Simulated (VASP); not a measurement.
# Sb (R-3m) in VASP: further runs

One crystal, Sb, is run at these levels: LDA; tasks: relaxation of cell and atoms, relaxation of the atoms.

Everything below comes from runs of VASP 6.6.1. Logs are shortened: lines on timing, memory, paths and dates and some standing lists are left out, and cuts for length are marked.

**1. The structure**

Symmetry: R-3m, No. 166, trigonal system. The conventional cell has a = 4.308 Å, b = 4.308 Å, c = 11.274 Å, α = 90.00°, β = 90.00°, γ = 120.00°. Sb (site symmetry 3m) is surrounded by 3 Sb at 2.91 Å.

**2. Relaxation of cell and atoms, LDA**

The input, INCAR:

```
PREC     = Accurate       # precision mode
ENCUT    = 350            # plane-wave cutoff, eV
EDIFF    = 1E-7           # SCF threshold, eV
ISMEAR   = 0              # smearing method
SIGMA    = 0.02           # smearing width, eV
LREAL    = F              # projectors in reciprocal space
LASPH    = T              # aspherical terms in the spheres
NELM     = 100            # most SCF steps
ALGO     = Normal         # electronic algorithm
ISIF     = 3              # what is computed and relaxed
LWAVE    = F              # write WAVECAR
LCHARG   = F              # write CHGCAR
IBRION   = 2              # ionic algorithm
NSW      = 80             # ionic steps
EDIFFG   = -0.002         # ionic threshold
```

The input, KPOINTS:

```
regular mesh
0
Gamma
  6 6 6
```

The input, POSCAR:

```
Sb
1.0
    2.1542000000      1.2437279500      3.7580000000
   -2.1542000000      1.2437279500      3.7580000000
    0.0000000000     -2.4874559000      3.7580000000
Sb
2
Direct
    0.2334900000      0.2334900000      0.2334900000
    0.7665100000      0.7665100000      0.7665100000
```

Potentials or basis: VASP PAW LDA potentials, release 64 (Sb).

The run is started by

```bash
$ cat potpaw_LDA.64/Sb/POTCAR > POTCAR
$ mpirun -np 1 vasp_std > vasp.out
```

OUTCAR:

```text
PREC = Accurate
   ENCUT = 350
   EDIFF = 1E-7
   ISMEAR = 0
   LREAL = F
   LASPH = T
   NELM = 100
   ISIF = 3
   IBRION = 2
   NSW = 80
   EDIFFG = -0.002

 ion  position               nearest neighbor table
   1  0.233  0.233  0.233-   2 2.91   2 2.91   2 2.91   2 3.35   2 3.35   2 3.35
   2  0.767  0.767  0.767-   1 2.91   1 2.91   1 2.91   1 3.35   1 3.35   1 3.35

  LATTYP: Found a trigonal (rhomboedric) cell.
 ALAT       =     4.5066618304
 COS(alpha) =     0.5430253623

  Lattice vectors:

 A1 = (   2.1542000000,   1.2437279500,   3.7580000000)
 A2 = (  -2.1542000000,   1.2437279500,   3.7580000000)
 A3 = (   0.0000000000,  -2.4874559000,   3.7580000000)

Analysis of symmetry for initial positions (statically):
=====================================================================
 Subroutine PRICEL returns:
 Original cell was already a primitive cell.

 Routine SETGRP: Setting up the symmetry group for a
 trigonal (rhombohedral) supercell.

 Subroutine GETGRP returns: Found 12 space group operations
 (whereof 12 operations were pure point group operations)
 out of a pool of 12 trial point group operations.

The static configuration has the point symmetry D_3d.

Analysis of symmetry for dynamics (positions and initial velocities):
=====================================================================
 Subroutine PRICEL returns:
 Original cell was already a primitive cell.

 Routine SETGRP: Setting up the symmetry group for a
 trigonal (rhombohedral) supercell.

 Subroutine GETGRP returns: Found 12 space group operations
 (whereof 12 operations were pure point group operations)
 out of a pool of 12 trial point group operations.

The dynamic configuration has the point symmetry D_3d.

 Subroutine INISYM returns: Found 12 space group operations
 (whereof 12 operations are pure point group operations),
 and found     1 'primitive' translations

----------------------------------------------------------------------------------------

                                     Primitive cell

  volume of cell :      60.4115

  direct lattice vectors                    reciprocal lattice vectors
     2.154200000  1.243727950  3.758000000     0.232104726  0.134005726  0.088699663
    -2.154200000  1.243727950  3.758000000    -0.232104726  0.134005726  0.088699663
     0.000000000 -2.487455900  3.758000000     0.000000000 -0.268011452  0.088699663

  length of vectors
     4.506661830  4.506661830  4.506661830     0.282307932  0.282307932  0.282307932

  position of ions in fractional coordinates (direct lattice)
     0.233490000  0.233490000  0.233490000
     0.766510000  0.766510000  0.766510000

  ion indices of the primitive-cell ions
   primitive index   ion index
                 1           1
                 2           2

----------------------------------------------------------------------------------------

 KPOINTS: regular mesh

Automatic generation of k-mesh.
 Grid dimensions read from file:
 generate k-points for:    6    6    6

 Generating k-lattice:

  Cartesian coordinates                     Fractional coordinates (reciprocal lattice)
     0.038684121  0.022334288  0.014783277     0.166666667 -0.000000000  0.000000000
    -0.038684121  0.022334288  0.014783277    -0.000000000  0.166666667  0.000000000
     0.000000000 -0.044668575  0.014783277     0.000000000  0.000000000  0.166666667

  Length of vectors
     0.047051322  0.047051322  0.047051322

  Shift w.r.t. Gamma in fractional coordinates (k-lattice)
     0.000000000  0.000000000  0.000000000

 Subroutine IBZKPT returns following result:
 ===========================================

 Found     32 irreducible k-points:

 Following reciprocal coordinates:
            Coordinates               Weight
  0.000000  0.000000  0.000000      1.000000
  0.166667  0.000000  0.000000      6.000000
  0.333333  0.000000 -0.000000      6.000000
  0.500000  0.000000  0.000000      3.000000
  0.166667  0.166667  0.000000      6.000000
  0.333333  0.166667  0.000000     12.000000
[... 16 lines left out ...]
  0.500000  0.500000  0.166667      6.000000
 -0.333333  0.500000  0.166667     12.000000
 [... further k-points ...]
   k-points           NKPTS =     32   k-points in BZ     NKDIM =     32   number of bands    NBANDS=      9
   number of dos      NEDOS =    301   number of ions     NIONS =      2
   total plane-waves  NPLWV =  21952
   dimension x,y,z NGX =    28 NGY =   28 NGZ =   28
   dimension x,y,z NGXF=    56 NGYF=   56 NGZF=   56
   ions per type =               2
   NGX,Y,Z   is equivalent  to a cutoff of  10.33, 10.33, 10.33 a.u.
   NGXF,Y,Z  is equivalent  to a cutoff of  20.66, 20.66, 20.66 a.u.
 SYSTEM =  unknown system
   PREC   = accura    normal or accurate (medium, high low for compatibility)
   ISTART =      0    job   : 0-new  1-cont  2-samecut
   ICHARG =      2    charge: 1-file 2-atom 10-const
   ISPIN  =      1    spin polarized calculation?
   LNONCOLLINEAR =      F non collinear calculations
   LSORBIT =      F    spin-orbit coupling
   LASPH  =      T    aspherical Exc in radial PAW
   ENCUT  =  350.0 eV  25.72 Ry    5.07 a.u.   6.87  6.87  6.87*2*pi/ulx,y,z
   NELM   =    100;   NELMIN=  2; NELMDL= -5     # of ELM steps
   EDIFF  = 0.1E-06   stopping-criterion for ELM
   LREAL  =      F    real-space projection
   EDIFFG = -.2E-02   stopping-criterion for IOM
   NSW    =     80    number of steps for IOM
   IBRION =      2    ionic relax: 0-MD 1-quasi-New 2-CG
   NFREE  =      1    steps in history (QN), initial steepest desc. (CG)
   ISIF   =      3    stress and relaxation
   ISYM   =      2    0-nonsym 1-usesym 2-fastsym
   POTIM  = 0.5000    time-step for ionic-motion
   TEBEG  =    0.0;   TEEND  =   0.0 temperature during run
   PSTRESS=    0.0 pullay stress
   NELECT =      10.0000    total number of electrons
   NUPDOWN=      -1.0000    fix difference up-down
   EMIN   =  10.00;   EMAX   =-10.00  energy-range for DOS
   EFERMI =   0.00;   METHOD = LEGACY
   ISMEAR =     0;   SIGMA  =   0.02  broadening in eV -4-tet -1-fermi 0-gaus
   EFERMI_NEDOS =   21; number of points for ismear=-14 and -15
   IALGO  =     38    algorithm
   IMIX   =      4    mixing-type and parameters
     AMIX     =   0.40;   BMIX     =  1.00
     AMIX_MAG =   1.60;   BMIX_MAG =  1.00
  volume/ion in A,a.u.               =      30.21       203.84
  Fermi-wavevector in a.u.,A,eV,Ry     =   0.898880  1.698637 10.993305  0.807985
  Thomas-Fermi vector in A             =   2.021644
   LORBIT       =      0    0 simple, 1 ext, 2 COOP (PROOUT), +10 PAW based schemes
   GGA     = CA    functional components
   LHFCALC =     F    Hartree Fock is set to
   AEXX    =    0.0000 exact exchange contribution
   IVDW    =     0    specifies the selected vdW correction
   LEPSILON=     F    determine dielectric tensor
   LRPA    =     F    only Hartree local field effects (RPA)
 conjugate gradient relaxation of ions
 non-spin polarized calculation
 Gauss-broadening in eV      SIGMA  =   0.02
  energy-cutoff  :      350.00
  volume of cell :       60.41
 maximum number of plane-waves:       930
   NGX = 13   NGY = 13   NGZ = 13

--------------------------------------- Ionic step        1  -------------------------------------------

 number of electron      10.0000000 magnetization

 Free energy of the ion-electron system (eV)
  ---------------------------------------------------
  ext. energy  EPLUGINS =         0.00000000
  ---------------------------------------------------
  free energy    TOTEN  =        -9.63581192 eV

  energy without entropy =       -9.63549848  energy(sigma->0) =       -9.63565520

------------------------ aborting loop because EDIFF is reached ----------------------------------------

  FORCE on cell =-STRESS in cart. coord.  units (eV):
  Direction    XX          YY          ZZ          XY          YZ          ZX
  --------------------------------------------------------------------------------------
  -------------------------------------------------------------------------------------
  Total       -0.2858148     -0.2858148     -0.3959389      0.0000000     -0.0000000      0.0000000
  in kB       -7.5801173     -7.5801173    -10.5007262      0.0000000     -0.0000000      0.0000000
  external PRESSURE =      -8.5536536 kB  Pullay stress =       0.0000000 kB
[... 89 lines left out ...]
  FREE ENERGIE OF THE ION-ELECTRON SYSTEM (eV)
  ---------------------------------------------------
  free  energy   TOTEN  =        -9.6382383832 eV

  energy  without entropy=       -9.6379249109  energy(sigma->0) =       -9.63808165

[... ionic steps 4 to 9 ...]

--------------------------------------- Ionic step       10  -------------------------------------------

 number of electron      10.0000000 magnetization

------------------------ aborting loop because EDIFF is reached ----------------------------------------

  FORCE on cell =-STRESS in cart. coord.  units (eV):
  Direction    XX          YY          ZZ          XY          YZ          ZX
  --------------------------------------------------------------------------------------
  -------------------------------------------------------------------------------------
  Total       -0.0114888     -0.0114888      0.0217908      0.0000000      0.0000000      0.0000000
  in kB       -0.3125262     -0.3125262      0.5927677      0.0000000      0.0000000      0.0000000
  external PRESSURE =      -0.0107616 kB  Pullay stress =       0.0000000 kB
[... 57 lines left out ...]
  energy  without entropy=       -9.6398036671  energy(sigma->0) =       -9.63990183

--------------------------------------- Ionic step       12  -------------------------------------------

 number of electron      10.0000000 magnetization

 Free energy of the ion-electron system (eV)
  ---------------------------------------------------
  ext. energy  EPLUGINS =         0.00000000
  ---------------------------------------------------
  free energy    TOTEN  =        -9.64000137 eV

  energy without entropy =       -9.63980504  energy(sigma->0) =       -9.63990320

 E-fermi :   7.4908     XC(G=0):  -9.8296

 val. band max:        7.4322198189   @ k =   0.5000   0.5000   0.5000
 cond. band min:       7.5044378048   @ k =   0.3333   0.1667   0.1667
 fundamental gap:      0.0722179858
 Fermi energy:         7.4907567265

 k-point     1 :       0.0000    0.0000    0.0000
  band No.  band energies     occupation
      1      -5.4462      2.00000
      2       2.7029      2.00000
      3       5.4273      2.00000
      4       5.5840      2.00000
      5       5.5840      2.00000
      6       9.6579      0.00000
      7      10.2156      0.00000
      8      10.2156      0.00000
      9      12.4125      0.00000
[... 265 lines left out ...]
 k-point    24 :      -0.3333    0.5000    0.1667
  band No.  band energies     occupation
      1      -2.6839      2.00000
      2      -1.3264      2.00000
      3       1.9895      2.00000
      4       2.9142      2.00000
      5       5.5933      2.00000
      6       9.4094      0.00000
      7      10.7203      0.00000
      8      13.1644      0.00000
      9      13.4941      0.00000

 [... further k-points ...]
[... 5 lines left out ...]
  --------------------------------------------------------------------------------------
  -------------------------------------------------------------------------------------
  Total       -0.0021222     -0.0021222     -0.0005914     -0.0000000     -0.0000000      0.0000000
  in kB       -0.0577290     -0.0577290     -0.0160863     -0.0000000     -0.0000000      0.0000000
  external PRESSURE =      -0.0438481 kB  Pullay stress =       0.0000000 kB
[... 17 lines left out ...]
  FREE ENERGIE OF THE ION-ELECTRON SYSTEM (eV)
  ---------------------------------------------------
  free  energy   TOTEN  =        -9.6400013654 eV

  energy  without entropy=       -9.6398050396  energy(sigma->0) =       -9.63990320

 reached required accuracy - stopping structural energy minimisation
```

It took 44 s on 1 thread of Intel Xeon Platinum 8488C (Sapphire Rapids), shared host; peak memory 0.14 GiB.

Results:

| Property | Result |
| --- | --- |
| Free energy | -9.6400 eV |
| Relaxed volume | 29.45 Å³/atom |
| Relaxed cell | a = 4.440 Å, b = 4.440 Å, c = 4.440 Å, α = 57.90°, β = 57.90°, γ = 57.90° |
| Space group after relaxing (to 0.05 Å) | R-3m (No. 166) |
| Energy gained by relaxing | 2.1 meV/atom |
| Ionic steps | 12 |
| Pressure after relaxing | 0.0 GPa |
| Band gap on the k mesh | none (metal or under the smearing width) |

Step by step:
| step | energy change (eV) | largest force (eV/Å) | pressure (GPa) | volume (Å³) |
| --- | --- | --- | --- | --- |
| 1 | 0.0000 | 0.0168 | -0.86 | 60.41 |
| 2 | -0.0015 | 0.1146 | 0.58 | 59.01 |
| 3 | -0.0024 | 0.0637 | 0.02 | 59.54 |
| 4 | -0.0030 | 0.0451 | 0.01 | 59.45 |
| 5 | -0.0039 | 0.0194 | -0.14 | 59.17 |
| 6 | -0.0018 | 0.0793 | -0.06 | 58.60 |
| 7 | -0.0041 | 0.0039 | -0.13 | 59.06 |
| 8 | -0.0041 | 0.0008 | -0.13 | 59.04 |
| 9 | -0.0039 | 0.0127 | 0.27 | 58.61 |
| 10 | -0.0042 | 0.0048 | 0.00 | 58.90 |
| 11 | -0.0042 | 0.0001 | 0.00 | 58.90 |
| 12 | -0.0042 | 0.0017 | 0.00 | 58.90 |

Final structure:
```cif
data_structure
_symmetry_space_group_name_H-M 'P 1'
_symmetry_Int_Tables_number 1
_cell_length_a 4.4396
_cell_length_b 4.4396
_cell_length_c 4.4396
_cell_angle_alpha 57.903
_cell_angle_beta 57.903
_cell_angle_gamma 57.903
_cell_volume 58.90
loop_
_atom_site_label
_atom_site_type_symbol
_atom_site_fract_x
_atom_site_fract_y
_atom_site_fract_z
_atom_site_occupancy
Sb1 Sb 0.23487 0.23487 0.23487 1
Sb2 Sb 0.76513 0.76513 0.76513 1
```

**3. Relaxation of cell and atoms, LDA**

This run uses another cell than the first one, of 29.45 Å³/atom, 0.975 times its volume.

INCAR is that of step 2.

KPOINTS is that of step 2.

The input, POSCAR:

```
Sb                                      
1.0
    2.1490993774      1.2407831042      3.6813402127
   -2.1490993774      1.2407831042      3.6813402127
    0.0000000000     -2.4815662084      3.6813402127
  Sb            
     2
Direct
     0.2348659560064862    0.2348659560064862    0.2348659560064862
     0.7651340439935138    0.7651340439935138    0.7651340439935138
```

Potentials or basis: VASP PAW LDA potentials, release 64 (Sb).

The run is started by

```bash
$ cat potpaw_LDA.64/Sb/POTCAR > POTCAR
$ mpirun -np 1 vasp_std > vasp.out
```

Wall time 8.9 s (1 thread of Intel Xeon Platinum 8488C (Sapphire Rapids), shared host); peak memory 0.13 GiB.

The run converged. Its results:

| Property | Result |
| --- | --- |
| Free energy | -9.6398 eV |
| Pressure after relaxing | 0.0 GPa |
| Band gap on the k mesh | none (metal or under the smearing width) |

Final structure:
```xyz
2
Lattice="2.1491 1.2408 3.6813 -2.1491 1.2408 3.6813 0.0000 -2.4816 3.6813" Properties=species:S:1:pos:R:3 pbc="T T T"
Sb    0.0000    0.0000    2.5939
Sb    0.0000    0.0000    8.4502
```

Levels at points of the mesh, in eV from the Fermi level:
```tsv
k point	band 2	band 3	band 4	band 5	band 6	band 7	band 8	band 9
(0.00, 0.00, 0.00)	-4.79	-2.06	-1.91	-1.91	2.17	2.72	2.72	4.92
(0.50, 0.00, 0.00)	-9.84	-1.91	-1.74	-0.35	-0.26	0.17	0.31	7.70
(0.50, 0.50, 0.00)	-8.05	-5.66	-3.87	-3.83	1.48	5.01	5.47	7.08
(0.50, 0.50, 0.50)	-9.22	-1.36	-1.36	-0.57	-0.06	-0.06	0.97	7.12
```

Caveat: the relaxation stopped at its first step, so nothing moved. The run has no spin-orbit coupling, so splittings on Sb are missing.

(Part 1 of 2 ends here.)
